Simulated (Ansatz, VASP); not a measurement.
CdF2 in VASP and in Ansatz

```
Cd F
1.0
     0.00000    2.69197    2.69197
     2.69197    0.00000    2.69197
     2.69197    2.69197    0.00000
Cd F
1 2
Direct
  0.00000 0.00000 0.00000
  0.25000 0.25000 0.25000
  0.75000 0.75000 0.75000
```

Alike in both runs: functional PBEsol; k mesh 8 × 8 × 8; no spin polarisation.

Ansatz relaxed the structure, and its values are those at the end. VASP's run is a single point on that final structure, the one shown.

|  | VASP | Ansatz |
| --- | --- | --- |
| version | VASP 6.6.1 | Ansatz 0.2.0 |
| potentials or method | VASP PAW PBE potentials, release 64 (Cd, F) | scalar-relativistic, plane waves, PAW |
| plane-wave cutoff (eV) | 520 | 420 |
| occupations | gaussian, width 0.01 eV | fixed |
| valence electrons in the cell | 26 | 34 |

|  | VASP | Ansatz | Ansatz less VASP |
| --- | --- | --- | --- |
| gap on the k mesh at the Fermi level (eV) | 2.91 | 2.94 | +0.033 |
| least direct gap on the mesh (eV) | 3.40 | 3.43 | +0.031 |
| pressure (GPa) | 0.8 | 0.0 | -0.79 |

The two sets of potentials don't hold the same shells in valence.

Caveats: the PAW data sets were made with another functional, which shifts forces and pressure a little (VASP). A k mesh can miss the band edges.
